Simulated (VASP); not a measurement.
# AgO (F-43m) in VASP: notebook

The runs below take AgO through single point, with PBEsol.

All numbers are computed with VASP 6.6.1; they aren't measurements. Logs are shortened: lines on timing, memory, paths and dates and some standing lists are left out, and cuts for length are marked.

### 1 The undisturbed crystal

It takes space group F-43m (No. 216, cubic). Conventional cell: a = 4.949 Å, b = 4.949 Å, c = 4.949 Å, α = 90.00°, β = 90.00°, γ = 90.00°. Ag (site symmetry -43m) is surrounded by 4 O at 2.14 Å. O (site symmetry -43m) is surrounded by 4 Ag at 2.14 Å.

### 2 Single point, PBEsol (equal strain along all axes, cell held, atoms relaxed: +4.5 %)

The input, INCAR:

```
ALGO     = Fast           # electronic algorithm
EDIFF    = 1E-6           # SCF threshold, eV
ENCUT    = 520            # plane-wave cutoff, eV
GGA      = PS             # functional
ISIF     = 2              # what is computed and relaxed
ISMEAR   = 0              # smearing method
LASPH    = T              # aspherical terms in the spheres
LCHARG   = T              # write CHGCAR
LELF     = T              # ELF
LREAL    = F              # projectors in reciprocal space
LVHAR    = T            
LWAVE    = F              # write WAVECAR
NBANDS   = 25             # bands
NELM     = 100            # most SCF steps
PREC     = Accurate       # precision mode
SIGMA    = 0.1            # smearing width, eV
```

The input, KPOINTS:

```
k-points
0
Gamma
  12 12 8
```

The input, POSCAR:

```
AgO
1.0
    2.5860280164      2.5860280164      0.0000000000
   -2.5860280164      2.5860280164      0.0000000000
    0.0000000000      0.0000000000      5.1720560328
Ag O
2 2
Direct
    0.0000000000      0.0000000000      0.0000000000
    0.5000000000      0.5000000000      0.5000000000
    0.5000000000      0.0000000000      0.2500000000
    0.0000000000      0.5000000000      0.7500000000
```

Potentials or basis: VASP PAW PBE potentials, release 64 (Ag, O).

On the command line:

```console
> cat potpaw_PBE.64/Ag/POTCAR potpaw_PBE.64/O/POTCAR > POTCAR
> mpirun -np 1 vasp_std > vasp.out
```

OUTCAR:

```text
EDIFF = 1E-6
   ENCUT = 520
   GGA = PS
   ISIF = 2
   ISMEAR = 0
   LASPH = T
   LREAL = F
   NELM = 100
   PREC = Accurate

 ion  position               nearest neighbor table
   1  0.000  0.000  0.000-   3 2.24   4 2.24   4 2.24   3 2.24
   2  0.500  0.500  0.500-   3 2.24   4 2.24   3 2.24   4 2.24
   3  0.500  0.000  0.250-   1 2.24   2 2.24   2 2.24   1 2.24
   4  0.000  0.500  0.750-   1 2.24   2 2.24   1 2.24   2 2.24

  LATTYP: Found a simple tetragonal cell.
 ALAT       =     3.6571958935
 C/A-ratio  =     1.4142135624

  Lattice vectors:

 A1 = (   2.5860280164,   2.5860280164,   0.0000000000)
 A2 = (  -2.5860280164,   2.5860280164,   0.0000000000)
 A3 = (   0.0000000000,   0.0000000000,   5.1720560328)

Analysis of symmetry for initial positions (statically):
=====================================================================
 Subroutine PRICEL returns following result:

  LATTYP: Found a face centered cubic cell.
 ALAT       =     5.1720560328

  Lattice vectors:

 A1 = (   0.0000000000,  -2.5860280164,  -2.5860280164)
 A2 = (   2.5860280164,   0.0000000000,  -2.5860280164)
 A3 = (   2.5860280164,  -2.5860280164,   0.0000000000)

   2 primitive cells build up your supercell.

 Routine SETGRP: Setting up the symmetry group for a
 simple tetragonal supercell.

 Subroutine GETGRP returns: Found  8 space group operations
 (whereof  8 operations were pure point group operations)
 out of a pool of 16 trial point group operations.

The static configuration has the point symmetry D_2d.

Analysis of symmetry for dynamics (positions and initial velocities):
=====================================================================
 Subroutine PRICEL returns following result:

  LATTYP: Found a face centered cubic cell.
 ALAT       =     5.1720560328

  Lattice vectors:

 A1 = (   0.0000000000,  -2.5860280164,  -2.5860280164)
 A2 = (   2.5860280164,   0.0000000000,  -2.5860280164)
 A3 = (   2.5860280164,  -2.5860280164,   0.0000000000)

   2 primitive cells build up your supercell.

 Routine SETGRP: Setting up the symmetry group for a
 simple tetragonal supercell.
[... 93 lines left out ...]
   NGX,Y,Z   is equivalent  to a cutoff of  12.73, 12.73, 12.86 a.u.
   NGXF,Y,Z  is equivalent  to a cutoff of  25.46, 25.46, 25.71 a.u.
 SYSTEM =  unknown system
   PREC   = accura    normal or accurate (medium, high low for compatibility)
   ISTART =      0    job   : 0-new  1-cont  2-samecut
   ICHARG =      2    charge: 1-file 2-atom 10-const
   ISPIN  =      1    spin polarized calculation?
   LNONCOLLINEAR =      F non collinear calculations
   LSORBIT =      F    spin-orbit coupling
   LASPH  =      T    aspherical Exc in radial PAW
   ENCUT  =  520.0 eV  38.22 Ry    6.18 a.u.   6.80  6.80  9.62*2*pi/ulx,y,z
   NELM   =    100;   NELMIN=  2; NELMDL= -5     # of ELM steps
   EDIFF  = 0.1E-05   stopping-criterion for ELM
   LREAL  =      F    real-space projection
   EDIFFG = 0.1E-04   stopping-criterion for IOM
   NSW    =      0    number of steps for IOM
   IBRION =     -1    ionic relax: 0-MD 1-quasi-New 2-CG
   NFREE  =      0    steps in history (QN), initial steepest desc. (CG)
   ISIF   =      2    stress and relaxation
   ISYM   =      2    0-nonsym 1-usesym 2-fastsym
   POTIM  = 0.5000    time-step for ionic-motion
   TEBEG  =    0.0;   TEEND  =   0.0 temperature during run
   PSTRESS=    0.0 pullay stress
   NELECT =      34.0000    total number of electrons
   NUPDOWN=      -1.0000    fix difference up-down
   EMIN   =  10.00;   EMAX   =-10.00  energy-range for DOS
   EFERMI =   0.00;   METHOD = LEGACY
   ISMEAR =     0;   SIGMA  =   0.10  broadening in eV -4-tet -1-fermi 0-gaus
   EFERMI_NEDOS =   21; number of points for ismear=-14 and -15
   IALGO  =     68    algorithm
   IMIX   =      4    mixing-type and parameters
     AMIX     =   0.40;   BMIX     =  1.00
     AMIX_MAG =   1.60;   BMIX_MAG =  1.00
  volume/ion in A,a.u.               =      17.29       116.71
  Fermi-wavevector in a.u.,A,eV,Ry     =   1.291957  2.441444 22.710189  1.669152
  Thomas-Fermi vector in A             =   2.423694
   LORBIT       =      0    0 simple, 1 ext, 2 COOP (PROOUT), +10 PAW based schemes
   GGA     = PS    functional components
   LHFCALC =     F    Hartree Fock is set to
   AEXX    =    0.0000 exact exchange contribution
   IVDW    =     0    specifies the selected vdW correction
   LEPSILON=     F    determine dielectric tensor
   LRPA    =     F    only Hartree local field effects (RPA)
 non-spin polarized calculation
 RMM-DIIS sequential band-by-band and
 Gauss-broadening in eV      SIGMA  =   0.10
  energy-cutoff  :      520.00
  volume of cell :       69.18
 maximum number of plane-waves:      1900
 NGX is ok and might be reduce to    28
   NGX = 13   NGY = 13   NGZ = 19

 number of electron      34.0000020 magnetization

 Free energy of the ion-electron system (eV)
  ---------------------------------------------------
  ext. energy  EPLUGINS =         0.00000000
  ---------------------------------------------------
  free energy    TOTEN  =       -15.85725604 eV

  energy without entropy =      -15.82848813  energy(sigma->0) =      -15.84287208

 E-fermi :   2.2745     XC(G=0): -10.1061

 val. band max:        2.2724969054   @ k =   0.5000   0.0000   0.5000
 cond. band min:       2.2749133720   @ k =   0.5000   0.0833   0.1250
 fundamental gap:      0.0024164666
 Fermi energy:         2.2745175691

 k-point     1 :       0.0000    0.0000    0.0000
  band No.  band energies     occupation
      1     -14.6939      2.00000
      2     -14.4069      2.00000
      3      -2.4101      2.00000
      4      -2.3059      2.00000
      5      -2.3059      2.00000
      6      -2.3056      2.00000
[... 661 lines left out ...]
     24      13.2523      0.00000
     25      13.4965      0.00000

 [... further k-points ...]
[... 5 lines left out ...]
  --------------------------------------------------------------------------------------
  -------------------------------------------------------------------------------------
  Total       -4.4426431     -4.4426431     -4.4441740      0.0000000      0.0000000      0.0000000
  in kB     -102.8945418   -102.8945418   -102.9299995      0.0000000      0.0000000      0.0000000
  external PRESSURE =    -102.9063610 kB  Pullay stress =       0.0000000 kB

 VOLUME and BASIS-vectors are now :
 -----------------------------------------------------------------------------
  energy-cutoff  :      520.00
  volume of cell :       69.18
      direct lattice vectors                 reciprocal lattice vectors
     2.586028016  2.586028016  0.000000000     0.193346707  0.193346707  0.000000000
    -2.586028016  2.586028016  0.000000000    -0.193346707  0.193346707  0.000000000
     0.000000000  0.000000000  5.172056033     0.000000000  0.000000000  0.193346707

 POSITION                                       TOTAL-FORCE (eV/Angst)
 -----------------------------------------------------------------------------------
      0.00000      0.00000      0.00000        -0.000000      0.000000      0.000000
      0.00000      2.58603      2.58603         0.000000     -0.000000      0.000000
      1.29301      1.29301      1.29301         0.000000      0.000000     -0.000000
     -1.29301      1.29301      3.87904        -0.000000      0.000000     -0.000000
 -----------------------------------------------------------------------------------
    total drift:                               -0.000000      0.000000      0.000000

  FREE ENERGIE OF THE ION-ELECTRON SYSTEM (eV)
  ---------------------------------------------------
  free  energy   TOTEN  =       -15.8572560423 eV

  energy  without entropy=      -15.8284881260  energy(sigma->0) =      -15.84287208
```

stdout:

```text
POSCAR found type information on POSCAR AgO
 POSCAR found :  2 types and       4 ions
 scaLAPACK will be used
 -----------------------------------------------------------------------------
|                                                                             |
|                                                                             |
|     You enforced a specific xc type in the INCAR file but a different       |
|     I HOPE YOU KNOW WHAT YOU ARE DOING!                                     |
|                                                                             |
 -----------------------------------------------------------------------------

 LDA part: xc-table for (Slater+PW92), standard interpolation
 POSCAR, INCAR and KPOINTS ok, starting setup
 FFT: planning ... GRIDC
 FFT: planning ... GRID_SOFT
 FFT: planning ... GRID
 WAVECAR not read
 entering main loop
```

Run time: 88 s. Hardware: 1 thread of Intel Xeon 6975P-C (Granite Rapids), shared host; peak memory 0.32 GiB.

What came out:

```
Free energy            : -15.8573 eV
Pressure               : -10.3 GPa
Band gap on the k mesh : none (metal or under the smearing width)
```

Levels at points of the mesh, in eV from the Fermi level:
| k point | band 14 | band 15 | band 16 | band 17 | band 18 | band 19 | band 20 | band 21 |
| --- | --- | --- | --- | --- | --- | --- | --- | --- |
| (0.00, 0.00, 0.00) | -1.07 | -1.07 | 0.47 | 0.68 | 0.68 | 0.68 | 5.79 | 7.75 |
| (0.50, 0.00, 0.00) | -1.56 | -0.82 | -0.82 | 0.09 | 0.09 | 4.72 | 4.72 | 8.98 |
| (0.50, 0.50, 0.00) | -1.53 | -1.07 | -1.07 | -1.07 | -1.07 | 5.79 | 5.79 | 7.75 |
| (0.00, 0.00, 0.50) | -0.49 | -0.06 | -0.06 | -0.06 | -0.06 | 2.93 | 2.93 | 10.51 |
| (0.50, 0.00, 0.50) | -2.40 | 0.00 | 0.00 | 0.00 | 0.00 | 5.04 | 5.04 | 6.51 |
| (0.50, 0.50, 0.50) | -2.04 | -1.83 | -1.83 | -0.56 | -0.56 | 7.27 | 7.27 | 7.74 |

Caveat: the PAW data sets were made with another functional, which shifts forces and pressure a little.

### 3 Single point, PBEsol (equal strain along all axes, cell held, atoms relaxed: +1.5 %)

The input, INCAR:

```
SYSTEM = AgO
PREC     = Accurate       ! precision mode
ENCUT    = 520            ! plane-wave cutoff, eV
EDIFF    = 1E-6           ! SCF threshold, eV
ISMEAR   = 0              ! smearing method
SIGMA    = 0.1            ! smearing width, eV
LREAL    = .False.        ! projectors in reciprocal space
LASPH    = .True.         ! aspherical terms in the spheres
NELM     = 100            ! most SCF steps
ALGO     = Fast           ! electronic algorithm
ISIF     = 2              ! what is computed and relaxed
LWAVE    = .False.        ! write WAVECAR
LCHARG   = .False.        ! write CHGCAR
GGA      = PS             ! functional
NBANDS   = 25             ! bands
```

The input, KPOINTS:

```
Automatic mesh
0
Gamma
  12 12 8
  0 0 0
```

The input, POSCAR:

```
AgO
1.0
    2.5117879776      2.5117879776      0.0000000000
   -2.5117879776      2.5117879776      0.0000000000
    0.0000000000      0.0000000000      5.0235759553
Ag O
2 2
Direct
    0.0000000000      0.0000000000      0.0000000000
    0.5000000000      0.5000000000      0.5000000000
    0.5000000000      0.0000000000      0.2500000000
    0.0000000000      0.5000000000      0.7500000000
```

Potentials or basis: VASP PAW PBE potentials, release 64 (Ag, O).

On the command line:

```console
> cat potpaw_PBE.64/Ag/POTCAR potpaw_PBE.64/O/POTCAR > POTCAR
> mpirun -np 1 vasp_std > vasp.out
```

It took 84 s on 1 thread of Intel Xeon 6975P-C (Granite Rapids), shared host; peak memory 0.31 GiB.

The run converged. Its results:

- Free energy: -16.1288 eV
- Pressure: -4.4 GPa
- Band gap on the k mesh: none (metal or under the smearing width)

Levels at points of the mesh, in eV from the Fermi level:
```
           k point  band 14  band 15  band 16  band 17  band 18  band 19  band 20  band 21
(0.00, 0.00, 0.00)    -1.21    -1.21     0.36     0.77     0.77     0.77     5.86     8.30
(0.50, 0.00, 0.00)    -1.64    -0.95    -0.95     0.11     0.11     4.90     4.90     9.38
(0.50, 0.50, 0.00)    -1.66    -1.21    -1.21    -1.21    -1.21     5.86     5.86     8.30
(0.00, 0.00, 0.50)    -0.45    -0.06    -0.06    -0.06    -0.06     2.94     2.94    11.00
(0.50, 0.00, 0.50)    -2.56    -0.01    -0.01    -0.01    -0.01     5.22     5.22     6.67
(0.50, 0.50, 0.50)    -2.21    -2.16    -2.16    -0.60    -0.60     7.42     7.42     8.31
```

Caveat: the PAW data sets were made with another functional, which shifts forces and pressure a little.
